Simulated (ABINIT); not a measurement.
# PbSe (Clausthalite) (Fm-3m) in ABINIT: further runs

One crystal, PbSe (Clausthalite), is run at these levels: PBE, PBEsol, LDA-PZ, LDA-VWN; tasks: band structure, equation of state.

All numbers are computed with ABINIT 10.8.3 (patched build); they aren't measurements. Logs are shortened: lines on timing, memory, paths and dates and some standing lists are left out, and cuts for length are marked. The log counts tension as positive stress, the text compression.

**Experimental background.**

From a printed reference work, monograph, for a bulk crystal of PbSe at 300 K: band gap 0.28 eV (direct).

The runs below are set against these values where they give the same quantity.

## Step 1: Starting point

Symmetry: Fm-3m, No. 225, cubic system. Conventional cell: a = 6.121 Å, b = 6.121 Å, c = 6.121 Å, α = 90.00°, β = 90.00°, γ = 90.00°. Pb (site symmetry m-3m) is surrounded by 6 Se at 3.06 Å. Around Se (site symmetry m-3m) lie 6 Pb at 3.06 Å.

## Step 2: Band structure, PBE

run.abi reads:

```
# Datasets: ground state, then fixed potential
ndtset 2

# Pseudopotentials
pp_dirpath "./"
pseudos "Pb.GGA_PBE-JTH_sp.xml, Se.GGA_PBE-JTH.xml"

# Structure
acell 8.1795146323 8.1795146323 8.1795146323
rprim
     0.0000000000     0.7071067812     0.7071067812
     0.7071067812     0.0000000000     0.7071067812
     0.7071067812     0.7071067812     0.0000000000
ntypat 2
znucl 82 34
natom 2
typat 1 2
xcart
     0.0000000000     0.0000000000     0.0000000000
     5.7837902633     5.7837902633     5.7837902633

# Plane-wave basis
ecut 15.0
pawecutdg 30.0

# Exchange and correlation
ixc 11

# Bands and occupations
occopt 3
tsmear 0.05 eV

# SCF cycle
nstep 100

# Output
iomode 3
prtwf 0
prteig 0
prtebands 0
enunit 1
prtden1 1

# Dataset 1
kptopt1 1
ngkpt1 8 8 8
nshiftk1 1
shiftk1 0.0 0.0 0.0
nband1 9
tolvrs1 1.0e-9

# Dataset 2: bands along G-X-W-K-G-L-U-W-L-K
iscf2 -2
getden2 1
nband2 13
nbdbuf2 2
tolwfr2 1.0e-12
kptopt2 -9
ndivsm2 5
prteig2 1
prtvol2 -3
kptbounds2
     0.0000000000     0.0000000000     0.0000000000
     0.5000000000     0.0000000000     0.5000000000
     0.5000000000     0.2500000000     0.7500000000
     0.3750000000     0.3750000000     0.7500000000
     0.0000000000     0.0000000000     0.0000000000
     0.5000000000     0.5000000000     0.5000000000
     0.6250000000     0.2500000000     0.6250000000
     0.5000000000     0.2500000000     0.7500000000
     0.5000000000     0.5000000000     0.5000000000
     0.3750000000     0.3750000000     0.7500000000
```

Potentials or basis: JTH PAW PBE v2.0 sp.

On the command line:

```sh
abinit run.abi > log 2>&1
```

run.abo:

```text
.Version 10.8.3 of ABINIT
 DATASET    1 : space group Fm -3 m (#225); Bravais cF (face-center cubic)
================================================================================
 Values of the parameters that define the memory need for DATASET  1.
     intxc =       0    ionmov =       0      iscf =      17    lmnmax =      13
     lnmax =       5     mgfft =      30  mpssoang =       3    mqgrid =    3001
     natom =       2  nloc_mem =       2    nspden =       1   nspinor =       1
    nsppol =       1      nsym =      48    n1xccc =       1    ntypat =       2
    occopt =       3   xclevel =       2
       mpw =        1084          nfft =       27000          nkpt =          29
 PAW method is used; the additional fine FFT grid is defined by:
   mgfftf=        45    nfftf =     91125
================================================================================
================================================================================

 DATASET    2 : space group Fm -3 m (#225); Bravais cF (face-center cubic)
================================================================================
 Values of the parameters that define the memory need for DATASET  2.
     intxc =       0    ionmov =       0      iscf =      -2    lmnmax =      13
     lnmax =       5     mgfft =      30  mpssoang =       3    mqgrid =    3001
     natom =       2  nloc_mem =       2    nspden =       1   nspinor =       1
    nsppol =       1      nsym =      48    n1xccc =       1    ntypat =       2
    occopt =       3   xclevel =       2
       mpw =        1089          nfft =       27000          nkpt =          87
 PAW method is used; the additional fine FFT grid is defined by:
   mgfftf=        45    nfftf =     91125
================================================================================
================================================================================

--------------------------------------------------------------------------------
------------- Echo of variables that govern the present computation ------------
--------------------------------------------------------------------------------
 -outvars: echo values of preprocessed input variables --------
            acell      8.1795146323E+00  8.1795146323E+00  8.1795146323E+00 Bohr
              amu      2.07200000E+02  7.89600000E+01
             ecut      1.50000000E+01 Hartree
           enunit           1
           getden1          0
           getden2          1
             iscf1         17
             iscf2         -2
              ixc          11
           jdtset        1    2
           kptopt1          1
           kptopt2         -9
         kptrlatt        8    0    0      0    8    0      0    0    8
          kptrlen1     6.54361171E+01
          kptrlen2     3.00000000E+01
[... 827 lines left out ...]
force_length_stats: {min: null, max: null, mean: null, }
...

 Integrated electronic density in atomic spheres:
 ------------------------------------------------
 Atom  Sphere_radius  Integrated_density
    1        2.91365          2.52463965
    2        2.21132          3.91196331

================================================================================

 ----iterations are completed or convergence reached----

 Mean square residual over all n,k,spin=   54.519E-14; max=  99.928E-14
 reduced coordinates (array xred) for    2 atoms
       0.000000000000      0.000000000000      0.000000000000
       0.500000000000      0.500000000000      0.500000000000

 cartesian coordinates (angstrom) at end:
    1      0.00000000000000     0.00000000000000     0.00000000000000
    2      3.06064999797024     3.06064999797024     3.06064999797024
 length scales=  8.179514632300  8.179514632300  8.179514632300 bohr
              =  4.328412736724  4.328412736724  4.328412736724 angstroms
 Eigenvalues (   eV  ) for nkpt=  87  k points:
 kpt#   1, nband= 13, wtk=  1.00000, kpt=  0.0000  0.0000  0.0000 (reduced coord)
 -13.37966   -6.10995   -1.61952   -1.61952   -1.61952    4.94714    4.94714    4.94714
   6.46512    6.46512    6.46512    8.12462    8.12462
 kpt#   2, nband= 13, wtk=  1.00000, kpt=  0.0357  0.0000  0.0357 (reduced coord)
 -13.36649   -6.15547   -1.64004   -1.64004   -1.54054    4.65805    4.92079    4.92079
   6.37351    6.55404    6.55404    8.13479    8.23867
 kpt#   3, nband= 13, wtk=  1.00000, kpt=  0.0714  0.0000  0.0714 (reduced coord)
 -13.32728   -6.28043   -1.70002   -1.70002   -1.32154    3.99550    4.86429    4.86429
   6.14441    6.79526    6.79526    8.16507    8.36038
 kpt#   4, nband= 13, wtk=  1.00000, kpt=  0.1071  0.0000  0.1071 (reduced coord)
 -13.26300   -6.45761   -1.79489   -1.79489   -1.01440    3.22991    4.81626    4.81626
   5.85255    7.14126    7.14126    8.21478    8.46581
 kpt#   5, nband= 13, wtk=  1.00000, kpt=  0.1429  0.0000  0.1429 (reduced coord)
 -13.17534   -6.65773   -1.91776   -1.91776   -0.71563    2.53948    4.80134    4.80134
   5.54544    7.55268    7.55268    8.28268    8.59233
 kpt#   6, nband= 13, wtk=  1.00000, kpt=  0.1786  0.0000  0.1786 (reduced coord)
 -13.06683   -6.85684   -2.06025   -2.06025   -0.60742    2.12744    4.82906    4.82906
[... 230 lines left out ...]
 -12.17947   -8.31045   -3.21081   -1.91678   -1.31231    2.26332    2.97229    4.39635
   7.25982    8.68605    9.16434   10.13485   10.26591
 kpt#  84, nband= 13, wtk=  1.00000, kpt=  0.4167  0.4167  0.6667 (reduced coord)
 -12.13922   -8.19308   -3.62610   -2.09187   -1.58293    2.68062    3.30527    4.87672
   6.90185    8.79409    9.16304   10.04058   10.22104
 kpt#  85, nband= 13, wtk=  1.00000, kpt=  0.4028  0.4028  0.6944 (reduced coord)
 -12.10287   -8.07131   -3.97094   -2.25261   -1.81896    3.05966    3.63145    5.25300
   6.54891    8.99657    9.20457    9.93635   10.16467
 kpt#  86, nband= 13, wtk=  1.00000, kpt=  0.3889  0.3889  0.7222 (reduced coord)
 -12.07576   -7.95484   -4.22495   -2.39339   -2.02140    3.38106    3.93702    5.52790
   6.21876    9.23007    9.29035    9.84394   10.09415
 kpt#  87, nband= 13, wtk=  1.00000, kpt=  0.3750  0.3750  0.7500 (reduced coord)
 -12.06342   -7.85318   -4.37069   -2.51050   -2.19108    3.63114    4.21183    5.70409
   5.92734    9.41028    9.41345    9.80851   10.00650

== END DATASET(S) ==============================================================
================================================================================

 -outvars: echo values of variables after computation  --------
            acell      8.1795146323E+00  8.1795146323E+00  8.1795146323E+00 Bohr
           etotal1    -1.3314853771E+01
            fcart1    -0.0000000000E+00 -0.0000000000E+00 -0.0000000000E+00
                      -0.0000000000E+00 -0.0000000000E+00 -0.0000000000E+00
            rprim      0.0000000000E+00  7.0710678120E-01  7.0710678120E-01
                       7.0710678120E-01  0.0000000000E+00  7.0710678120E-01
                       7.0710678120E-01  7.0710678120E-01  0.0000000000E+00
           strten1    -8.3018258999E-05 -8.3018258999E-05 -8.3018258999E-05
                       0.0000000000E+00  0.0000000000E+00  0.0000000000E+00
           xangst      0.0000000000E+00  0.0000000000E+00  0.0000000000E+00
                       3.0606499980E+00  3.0606499980E+00  3.0606499980E+00
             xred      0.0000000000E+00  0.0000000000E+00  0.0000000000E+00
                       5.0000000000E-01  5.0000000000E-01  5.0000000000E-01
 Calculation completed.
```

Run time: 22 s. Hardware: 1 thread of AMD EPYC 9R14 (Zen 4), shared host; peak memory 0.12 GiB.

What came out:

```yaml
Free_energy: -362.3156 eV
Pressure: 2.4 GPa
Band_gap_on_the_k_mesh: 0.31 eV, direct
Band_gap_along_the_path: 0.31 eV, direct
Valence_electrons_inside_the_program's_atomic_spheres: Pb 2.52; Se 3.91
```

Levels at the corners of the path, in eV from the valence-band top:
| point | band 3 | band 4 | band 5 | band 6 | band 7 | band 8 |
| --- | --- | --- | --- | --- | --- | --- |
| Γ | -1.82 | -1.82 | -1.82 | 4.74 | 4.74 | 4.74 |
| X | -4.98 | -3.21 | -3.21 | 3.67 | 5.65 | 5.65 |
| W | -4.23 | -4.23 | -0.78 | 1.89 | 5.01 | 5.01 |
| K | -4.57 | -2.71 | -2.39 | 3.43 | 4.01 | 5.50 |
| Γ | -1.82 | -1.82 | -1.82 | 4.74 | 4.74 | 4.74 |
| L | -1.47 | -1.47 | 0.00 | 0.31 | 1.70 | 1.70 |
| U | -4.57 | -2.71 | -2.39 | 3.43 | 4.01 | 5.50 |
| W | -4.23 | -4.23 | -0.78 | 1.89 | 5.01 | 5.01 |
| L | -1.47 | -1.47 | 0.00 | 0.31 | 1.70 | 1.70 |
| K | -4.57 | -2.71 | -2.39 | 3.43 | 4.01 | 5.50 |

Caveat: spin-orbit coupling is left out, which as a rule narrows the gap of such compounds by several tenths of an eV; this set keeps more shells in the core, which shifts pressures and gaps.

## Step 3: Equation of state, PBEsol

run.abi reads:

```
# Datasets: one volume each
ndtset 7
getwfk -1
scalecart1 3*0.9795861087
scalecart2 3*0.9864848297
scalecart3 3*0.9932883884
scalecart4 3*1.0000000000
scalecart5 3*1.0066227096
scalecart6 3*1.0131594038
scalecart7 3*1.0196128224

# Pseudopotentials
pp_dirpath "./"
pseudos "Pb.GGA_PBE-JTH.xml, Se.GGA_PBE-JTH.xml"

# Structure
acell 3*1.0 Angstrom
rprim
     0.0000000000     3.0606500000     3.0606500000
     3.0606500000     0.0000000000     3.0606500000
     3.0606500000     3.0606500000     0.0000000000
ntypat 2
znucl 82 34
natom 2
typat 1 2
xred
     0.0000000000     0.0000000000     0.0000000000
     0.5000000000     0.5000000000     0.5000000000

# Plane-wave basis
ecut 12.0
pawecutdg 24.0

# k points
kptopt 1
ngkpt 8 8 8
nshiftk 1
shiftk 0.0 0.0 0.0

# Exchange and correlation
ixc -116133

# Bands and occupations
nband 14
occopt 3
tsmear 0.00183747

# SCF cycle
nstep 100
tolvrs 1.0e-9

# Output
iomode 3
prtwf 1
prtden 0
prteig 0
prtebands 0
```

Potentials or basis: JTH PAW PBE v2.0.

On the command line:

```sh
abinit run.abi > log 2>&1
```

Wall time 71 s (1 thread of AMD EPYC 9R14 (Zen 4), shared host); peak memory 0.14 GiB.

The run converged. Its results:

```
Equilibrium volume                      : 28.43 Å³/atom
Bulk modulus                            : 53 GPa
Pressure derivative of the bulk modulus : 4.4 (rough: it moves with the points fitted)
```

Energy against volume, from the lowest point:
```
volume (Å³/atom)  energy (meV/atom)
          26.951              13.70
          27.524               4.71
          28.097               0.34
          28.671               0.00
          29.244               3.29
          29.818               9.76
          30.391              19.33
```

Caveat: the cutoff is too short for stress, so the log's stress isn't used; pressures at fixed basis lie under the slope of the energies; the PAW data sets were made with another functional, which shifts forces and pressure a little.

## Step 4: Equation of state, PBE

run.abi reads:

```
# Datasets: one volume each
ndtset 7
getwfk -1
scalecart1 3*0.9795861087
scalecart2 3*0.9864848297
scalecart3 3*0.9932883884
scalecart4 3*1.0000000000
scalecart5 3*1.0066227096
scalecart6 3*1.0131594038
scalecart7 3*1.0196128224

# Pseudopotentials
pp_dirpath "./"
pseudos "Pb.GGA_PBE-JTH_sp.xml, Se.GGA_PBE-JTH.xml"

# Structure
acell 8.1795146323 8.1795146323 8.1795146323
rprim
     0.0000000000     0.7071067812     0.7071067812
     0.7071067812     0.0000000000     0.7071067812
     0.7071067812     0.7071067812     0.0000000000
ntypat 2
znucl 82 34
natom 2
typat 1 2
xred
     0.0000000000     0.0000000000     0.0000000000
     0.5000000000     0.5000000000     0.5000000000

# Plane-wave basis
ecut 15.0
pawecutdg 30.0

# k points
kptopt 1
ngkpt 8 8 8
nshiftk 1
shiftk 0.0 0.0 0.0

# Exchange and correlation
ixc 11

# Bands and occupations
nband 9
occopt 3
tsmear 0.00183747

# SCF cycle
nstep 100
tolvrs 1.0e-9

# Output
iomode 3
prtwf 1
prtden 0
prteig 0
prtebands 0
enunit 2
```

Potentials or basis: JTH PAW PBE v2.0 sp.

On the command line:

```sh
abinit run.abi > log 2>&1
```

run.abo:

```text
.Version 10.8.3 of ABINIT
 DATASET    1 : space group Fm -3 m (#225); Bravais cF (face-center cubic)
================================================================================
 Values of the parameters that define the memory need for DATASET  1.
     intxc =       0    ionmov =       0      iscf =      17    lmnmax =      13
     lnmax =       5     mgfft =      30  mpssoang =       3    mqgrid =    3001
     natom =       2  nloc_mem =       2    nspden =       1   nspinor =       1
    nsppol =       1      nsym =      48    n1xccc =       1    ntypat =       2
    occopt =       3   xclevel =       2
       mpw =        1036          nfft =       27000          nkpt =          29
 PAW method is used; the additional fine FFT grid is defined by:
   mgfftf=        40    nfftf =     64000
================================================================================
================================================================================
[... 71 lines left out ...]
 DATASET    7 : space group Fm -3 m (#225); Bravais cF (face-center cubic)
================================================================================
 Values of the parameters that define the memory need for DATASET  7.
     intxc =       0    ionmov =       0      iscf =      17    lmnmax =      13
     lnmax =       5     mgfft =      30  mpssoang =       3    mqgrid =    3001
     natom =       2  nloc_mem =       2    nspden =       1   nspinor =       1
    nsppol =       1      nsym =      48    n1xccc =       1    ntypat =       2
    occopt =       3   xclevel =       2
       mpw =        1155          nfft =       27000          nkpt =          29
 PAW method is used; the additional fine FFT grid is defined by:
[... 1462 lines left out ...]
            acell      8.1795146323E+00  8.1795146323E+00  8.1795146323E+00 Bohr
           etotal1    -1.3311352342E+01
           etotal2    -1.3312884968E+01
           etotal3    -1.3314037199E+01
           etotal4    -1.3314853771E+01
           etotal5    -1.3315358858E+01
           etotal6    -1.3315580348E+01
           etotal7    -1.3315553731E+01
            fcart1    -0.0000000000E+00 -0.0000000000E+00 -0.0000000000E+00
                      -0.0000000000E+00 -0.0000000000E+00 -0.0000000000E+00
            fcart2    -0.0000000000E+00 -0.0000000000E+00 -0.0000000000E+00
                      -0.0000000000E+00 -0.0000000000E+00 -0.0000000000E+00
            fcart3    -0.0000000000E+00 -0.0000000000E+00 -0.0000000000E+00
                      -0.0000000000E+00 -0.0000000000E+00 -0.0000000000E+00
            fcart4    -0.0000000000E+00 -0.0000000000E+00 -0.0000000000E+00
                      -0.0000000000E+00 -0.0000000000E+00 -0.0000000000E+00
            fcart5    -0.0000000000E+00 -0.0000000000E+00 -0.0000000000E+00
                      -0.0000000000E+00 -0.0000000000E+00 -0.0000000000E+00
[... 38 lines left out ...]
                       0.0000000000E+00  0.0000000000E+00  0.0000000000E+00
           xangst1     0.0000000000E+00  0.0000000000E+00  0.0000000000E+00
                       2.9981702216E+00  2.9981702216E+00  2.9981702216E+00
           xangst2     0.0000000000E+00  0.0000000000E+00  0.0000000000E+00
                       3.0192847920E+00  3.0192847920E+00  3.0192847920E+00
           xangst3     0.0000000000E+00  0.0000000000E+00  0.0000000000E+00
                       3.0401081039E+00  3.0401081039E+00  3.0401081039E+00
           xangst4     0.0000000000E+00  0.0000000000E+00  0.0000000000E+00
                       3.0606499980E+00  3.0606499980E+00  3.0606499980E+00
           xangst5     0.0000000000E+00  0.0000000000E+00  0.0000000000E+00
                       3.0809197941E+00  3.0809197941E+00  3.0809197941E+00
           xangst6     0.0000000000E+00  0.0000000000E+00  0.0000000000E+00
                       3.1009263272E+00  3.1009263272E+00  3.1009263272E+00
           xangst7     0.0000000000E+00  0.0000000000E+00  0.0000000000E+00
                       3.1206779828E+00  3.1206779828E+00  3.1206779828E+00
             xred      0.0000000000E+00  0.0000000000E+00  0.0000000000E+00
                       5.0000000000E-01  5.0000000000E-01  5.0000000000E-01
 Calculation completed.
```

It took 40 s on 1 thread of AMD EPYC 9R14 (Zen 4), shared host; peak memory 0.15 GiB.

Results:

```
Equilibrium volume                      : 30.03 Å³/atom
Bulk modulus                            : 49 GPa
Pressure derivative of the bulk modulus : 4.1
```

Energy against volume, from the lowest point:
| volume (Å³/atom) | energy (meV/atom) |
| --- | --- |
| 26.951 | 57.52 |
| 27.524 | 36.67 |
| 28.097 | 21.00 |
| 28.671 | 9.89 |
| 29.244 | 3.01 |
| 29.818 | 0.00 |
| 30.391 | 0.36 |

Caveat: pressures at fixed basis lie under the slope of the energies; this set keeps more shells in the core, which shifts pressures and gaps.

[end of part 1 of 2]
